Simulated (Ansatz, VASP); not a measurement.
## Two plane-wave programs on AlN

File INCAR:

```
ALGO = Fast
EDIFF = 1E-6
EDIFFG = -0.01
ENCUT = 600
GGA = PE
IBRION = 2
ISIF = 3
ISMEAR = 0
LASPH = T
LCHARG = F
LREAL = F
LWAVE = F
NELM = 80
NSW = 80
PREC = Accurate
SIGMA = 0.05
```

File KPOINTS:

```
k-points
0
Gamma
  10 10 6
```

Contents of POSCAR:

```
AlN
1.0
    3.1130000000      0.0000000000      0.0000000000
   -1.5565000000      2.6959370820      0.0000000000
    0.0000000000      0.0000000000      4.9810000000
Al N
2 2
Direct
    0.3333333333      0.6666666667      0.0000000000
    0.6666666667      0.3333333333      0.5000000000
    0.3333333333      0.6666666667      0.3800000000
    0.6666666667      0.3333333333      0.8800000000
```

Input for Ansatz:

```yaml
crystal:
  lattice:
    - [3.113, 0.0, 0.0]
    - [-1.5565, 2.695937082, 0.0]
    - [0.0, 0.0, 4.981]
  atoms:
    - { symbol: Al, position: [0.3333333333, 0.6666666667, 0.0] }
    - { symbol: Al, position: [0.6666666667, 0.3333333333, 0.5] }
    - { symbol: "N", position: [0.3333333333, 0.6666666667, 0.38] }
    - { symbol: "N", position: [0.6666666667, 0.3333333333, 0.88] }
basis:
  ecutwfc: 420
  ecutrho_ratio: 4
kpoints:
  mp_grid: { grid: [10, 10, 6] }
hamiltonian:
  xc: pbe
scf:
  occupations: { method: gaussian, width: 0.05 }
output:
  forces: true
  stress: true
  eigenvalues: true
relax:
  f_tol: 0.01
  max_steps: 60
  cell: { stress_tol: 0.04 }
```

Alike in both runs: task relaxation of cell and atoms; functional PBE; k mesh 10 × 10 × 6; occupations gaussian, width 0.05 eV; no spin polarisation.

|  | VASP | Ansatz |
| --- | --- | --- |
| version | VASP 6.6.1 | Ansatz 0.2.0 |
| potentials or method | VASP PAW PBE potentials, release 64 (Al, N) | scalar-relativistic, plane waves, PAW |
| plane-wave cutoff (eV) | 600 | 420 |
| valence electrons in the cell | 16 | 16 |

VASP gave:

| Quantity | Value |
| --- | --- |
| gap on the k mesh at the Fermi level, each at its own relaxed structure (eV) | 4.06 |
| relaxed volume (Å³/atom) | 10.62 |
| relaxed cell length with the largest relative difference (Å) | 3.127 |
| energy change over the relaxation (meV/atom) | -2 |

Problem. What did Ansatz give for the same quantities?

Solution. gap on the k mesh at the Fermi level, each at its own relaxed structure (eV): 4.03; relaxed volume (Å³/atom): 10.65; relaxed cell length with the largest relative difference (Å): 3.130; energy change over the relaxation (meV/atom): -3.

A k mesh can miss the band edges. PBE usually gives volumes a little too large and moduli too small. Zero-point motion and thermal expansion aren't in these numbers.
